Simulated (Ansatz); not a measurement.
(001) slab of rocksalt SnTe, 15.7 Å thick as cut, bare faces

Ansatz, PAW, plane waves, no spin–orbit coupling unless named; atoms relaxed with PBEsol, the curve by HSE06. The curve holds the local part of the PAW potentials, so its shape inside matter depends on the files.

```
CELL_PARAMETERS angstrom
3.14225 3.14225 0.00000
-3.14225 3.14225 0.00000
0.00000 0.00000 28.71125
ATOMIC_POSITIONS crystal
Te 0.50082 0.49600 0.22551
Te 0.50035 0.49858 0.44433
Te 0.49889 0.49998 0.66418
Te 0.99988 0.99679 0.33541
Te 0.99998 0.99960 0.55528
Te 0.99915 0.00000 0.77405
Sn 0.00354 0.99809 0.23250
Sn 0.00253 0.00091 0.44892
Sn 0.00042 0.00196 0.66966
Sn 0.50195 0.49750 0.32985
Sn 0.50194 0.50290 0.55058
Sn 0.50167 0.50579 0.76705
```

Planar mean of the electrostatic potential energy along the normal, from the vacuum level:

| z (Å) | v (eV) |
| --- | --- |
| 0.00 | 0.00 |
| 0.30 | 0.00 |
| 0.60 | 0.00 |
| 1.05 | 0.00 |
| 1.35 | 0.00 |
| 1.64 | 0.00 |
| 1.94 | 0.00 |
| 2.39 | 0.00 |
| 2.69 | 0.00 |
| 2.99 | -0.01 |
| 3.29 | -0.01 |
| 3.74 | -0.03 |
| 4.04 | -0.07 |
| 4.34 | -0.15 |
| 4.64 | -0.34 |
| 5.08 | -1.16 |
| 5.38 | -2.66 |
| 5.68 | -5.81 |
| 5.98 | -8.05 |
| 6.43 | -5.85 |
| 6.73 | -6.28 |
| 7.03 | -8.44 |
| 7.33 | -7.68 |
| 7.78 | -3.11 |
| 8.08 | -2.34 |
| 8.37 | -3.28 |
| 8.67 | -6.39 |
| 9.12 | -8.45 |
| 9.42 | -6.16 |
| 9.72 | -6.11 |
| 10.02 | -8.18 |
| 10.47 | -5.74 |
| 10.77 | -2.71 |
| 11.07 | -1.60 |
| 11.36 | -1.70 |
| 11.81 | -4.60 |
| 12.11 | -7.98 |
| 12.41 | -7.96 |
| 12.71 | -5.82 |
| 13.16 | -7.77 |
| 13.46 | -8.68 |
| 13.76 | -5.62 |
| 14.06 | -2.85 |
| 14.51 | -2.32 |
| 14.80 | -4.04 |
| 15.10 | -7.63 |
| 15.40 | -8.65 |
| 15.85 | -5.66 |
| 16.15 | -6.89 |
| 16.45 | -8.50 |
| 16.75 | -6.31 |
| 17.20 | -2.15 |
| 17.50 | -1.50 |
| 17.79 | -2.02 |
| 18.09 | -4.11 |
| 18.54 | -8.37 |
| 18.84 | -7.09 |
| 19.14 | -5.65 |
| 19.44 | -7.43 |
| 19.89 | -7.95 |
| 20.19 | -4.43 |
| 20.49 | -2.54 |
| 20.79 | -2.53 |
| 21.23 | -6.13 |
| 21.53 | -8.63 |
| 21.83 | -7.34 |
| 22.13 | -5.60 |
| 22.58 | -7.80 |
| 22.88 | -7.21 |
| 23.18 | -3.92 |
| 23.48 | -1.68 |
| 23.93 | -0.49 |
| 24.23 | -0.21 |
| 24.52 | -0.09 |
| 24.82 | -0.04 |
| 25.27 | -0.01 |
| 25.57 | 0.00 |
| 25.87 | 0.00 |
| 26.17 | 0.00 |
| 26.62 | 0.00 |
| 26.92 | 0.00 |
| 27.22 | 0.00 |
| 27.51 | 0.00 |
| 27.96 | 0.00 |
| 28.26 | 0.00 |
| 28.56 | 0.00 |

Task: How far below the vacuum level do the top filled and the lowest empty level lie, by each functional?

Result: PBEsol: 4.31 and 3.63 eV (gap 0.67 eV, a 6×6×1 mesh); HSE06: 4.32 and 3.43 eV (gap 0.89 eV, a 4×4×1 mesh). Either level can be a surface state and not a band edge of the crystal.
